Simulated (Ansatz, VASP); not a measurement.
# MoS2: VASP beside Ansatz

INCAR

```
  PREC = Accurate
  ENCUT = 520
  EDIFF = 1E-6
  ISMEAR = -1
  SIGMA = 0.02
  LREAL = False
  LASPH = True
  NELM = 60
  ALGO = Normal
  ISIF = 2
  LWAVE = False
  LCHARG = False
  GGA = PE
  NBANDS = 20
```

File KPOINTS:

```
Automatic mesh
0
Gamma
  12 12 4
```

The input POSCAR:

```
MoS2
1.0
    3.3158717878      0.0000000000      0.0000000000
   -1.6579358939      2.8716292039      0.0000000000
    0.0000000000      0.0000000000      6.7237723276
Mo S
1 2
Direct
    0.0000000000      0.0000000000      0.0000000000
    0.3333333333      0.6666666667      0.2250361553
    0.3333333333      0.6666666667      0.7749638447
```

Input for Ansatz:

```yaml
crystal:
  lattice:
    - [3.3158717878, 0.0, 0.0]
    - [-1.6579358939, 2.8716292039, 0.0]
    - [0.0, 0.0, 6.7237723276]
  atoms:
    - { symbol: Mo, position: [0.0, 0.0, 0.0] }
    - { symbol: S, position: [0.3333333333, 0.6666666667, 0.2250361553] }
    - { symbol: S, position: [0.3333333333, 0.6666666667, 0.7749638447] }
kpoints:
  mp_grid: { grid: [12, 12, 4] }
  band_path:
    path:
      - [0.0, 0.0, 0.0]
      - [0.5, 0.0, 0.0]
      - [0.3333333333, 0.3333333333, 0.0]
      - [0.0, 0.0, 0.5]
      - [0.5, 0.0, 0.5]
      - [0.3333333333, 0.3333333333, 0.5]
    npoints: 1
hamiltonian:
  xc: pbe
scf:
  occupations: { method: fermi_dirac, width: 0.02 }
  n_extra_bands: 4
output:
  forces: true
  stress: true
  eigenvalues: true
```

Change from the starting cell: epitaxial_xy strain +4.6%.

Alike in both runs: task single point; functional PBE; k mesh 12 × 12 × 4; occupations fermi-dirac, width 0.02 eV; no spin polarisation.

|  | VASP | Ansatz |
| --- | --- | --- |
| version | VASP 6.6.1 | Ansatz 0.2.0 |
| potentials or method | VASP PAW PBE potentials, release 64 (Mo_sv, S) | plane waves, PAW |
| plane-wave cutoff (eV) | 520 | 420 |
| valence electrons in the cell | 26 | 26 |

|  | VASP | Ansatz | Ansatz less VASP |
| --- | --- | --- | --- |
| pressure (GPa) | -4.7 | -4.6 | +0.09 |
| largest component of the traceless stress (GPa) | 6.83 | 6.85 | +0.026 |
| rms of the force components (eV/Å) | 0.042 | 0.047 | +0.0052 |

Atom by atom the forces differ by 0.005 eV/Å (rms over components).

Caveats: this functional lacks dispersion, which binds the layers, so the pressure and a relaxed spacing across them are unreliable.
